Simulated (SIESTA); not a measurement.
## Ta2N under changes of volume

One of the cells (13.622 Å³/atom); the others are scaled copies at fixed shape and fractional positions:

```
Ta N
1.0
     3.11286    0.00000    0.00000
    -1.55643    2.69582    0.00000
     0.00000    0.00000    4.86984
Ta N
2 1
Direct
  0.33333 0.66667 0.25471
  0.66667 0.33333 0.74529
  0.00000 0.00000 0.00000
```

The cell comes from a database or a generator and needn't be the stable form of this composition.

| Quantity | Value |
| --- | --- |
| Program | SIESTA 5.4.2 |
| Functional | LDA |
| Potentials or basis | PseudoDojo 0.4 standard (LDA files) |
| Basis | DZP (energy shift 0.003 Ry; two zetas on semicore shells) |
| Grid cutoff | 800 Ry |
| Energy shift | 0.003 Ry |
| k mesh | 10 × 10 × 6 |
| Occupations | fermi-dirac, width 0.05 eV |
| Spin | no spin polarisation |

```csv
volume (Å³/atom),energy over the lowest point (meV/atom),pressure (GPa),largest force (eV/Å)
12.805,?,?,?
13.077,0.00,-1.1,0.331
13.350,7.23,-7.2,0.184
13.622,24.35,-12.8,0.054
13.895,50.37,-17.7,0.068
14.167,84.27,-22.0,0.178
14.439,125.26,-26.0,0.278
```

**Question.** What does the run at 12.805 Å³/atom give?

**Answer.** Energy over the lowest point 3.84 meV/atom; pressure 5.8 GPa; largest force 0.487 eV/Å.

Worked out: A Birch-Murnaghan fit of order 3 (a polynomial in V^(-2/3)) to the other rows has its minimum at 13.03 Å³/atom, just outside them, with B0 = V·E''(V) = 316 GPa and B' = 4.3 at fixed shape and positions, which overstates the stiffness. It gives 3.81 meV/atom at 12.805 Å³/atom, against the run's 3.84, and -dE/dV = 5.7 GPa, against 5.8.

Energies are extrapolated to zero smearing.

Caveats: short orbitals over semicore shells can move pressures by several GPa; the basis of atomic orbitals isn't converged, which shifts pressures, moduli and gaps.
